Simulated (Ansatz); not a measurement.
Write a Python script for Ansatz 0.2.0, Python API that makes a convergence test of the plane-wave cutoff of IrO2, space group P4_2/mnm. Level of theory (first run): PBE, PAW, cutoff 250 eV, 6×6×8 k-points, Fermi-Dirac smearing of 0.15 eV. The script varies cutoff (eV): 250, 325, 400, 475, 550.

```xyz
6
Lattice="4.5051 0.0000 0.0000 0.0000 4.5051 0.0000 0.0000 0.0000 3.1586" Properties=species:S:1:pos:R:3 pbc="T T T"
Ir    0.0000    0.0000    0.0000
Ir    2.2525    2.2525    1.5793
O     1.3862    1.3862    0.0000
O     0.8663    3.6388    1.5793
O     3.1189    3.1189    0.0000
O     3.6388    0.8663    1.5793
```

Script `iro2.py`:
```python
# -*- coding: utf-8 -*-
'''Convergence of IrO2 with the plane-wave cutoff.'''

import warnings

import ansatz as az


def main():
    warnings.simplefilter('ignore', az.DeckWarning)

    cell = (
        az.Lattice.from_parameters(4.5051, 4.5051, 3.1586, alpha=90, beta=90, gamma=90)
        .space_group(136, hermann_mauguin='P42/mnm')
        .atom('Ir', (0.0, 0.0, 0.0))
        .atom('O', (0.3077, 0.3077, 0.0))
    )

    model = (
        cell.calculation()
        .kpoints(6, 6, 8)
        .occupations(az.OccupationsMethod.FERMI_DIRAC, width=0.15)
    )

    rows = []
    for value in [250, 325, 400, 475, 550]:
        data = model.basis(value).run().report
        rows.append((value, data['free_energy_ev'] / len(data['lattice']['sites']), data['n_iterations'], data['n_pw']))

    print(' cutoff (eV)   F/atom (eV)    iterations   plane waves')
    for row in rows:
        print(f'{str(row[0]):>12s}  {row[1]:12.5f}  {row[2]:12d}  {row[3]:12d}')

    # differences from the last row
    for row in rows[:-1]:
        shift = 1000 * (row[1] - rows[-1][1])
        print(f'{row[0]}: {shift:+.2f} meV/atom' + ('  (within 2 meV)' if abs(shift) < 2 else ''))


if __name__ == '__main__':
    main()
```

Running `python iro2.py` prints:
```text
 cutoff (eV)   F/atom (eV)    iterations   plane waves
         250   -4354.19625             7           557
         325   -4355.73228             7           865
         400   -4355.88482             6          1163
         475   -4355.89442             6          1511
         550   -4355.89515             6          1885
250: +1698.89 meV/atom
325: +162.87 meV/atom
400: +10.33 meV/atom
475: +0.72 meV/atom  (within 2 meV)
```

From 475 eV on it stays within 2 meV an atom of the value at 550 eV; the first row (250 eV) is off by 1698.9 meV and the last but one by 0.72 meV. The energy falls steadily, as expected when plane waves are added.

What to keep in mind:
- Spin is left out of this run.
- The mesh is modest for a metal, so energies can be off by several to tens of meV an atom and pressures by half a GPa or more; differences at equal mesh fare better.
- The smearing is wide enough that free energy and stress hold a thermal part of the electrons.
- Spin-orbit coupling, which matters for elements this heavy, is left out.
- No functional is typed, so the default, PBE, holds.
- The starting cell is as deposited in a crystallographic database; the results hold for this polymorph, which needn't be the stable one.
- Shifts are counted from the last row, which is itself no proven limit.
- The script silences the warnings on its input, which a real study should read.
- Run time: 17 s on 1 thread of AMD EPYC 7R32 (Zen 2), on a shared host, peak memory 0.48 GiB.
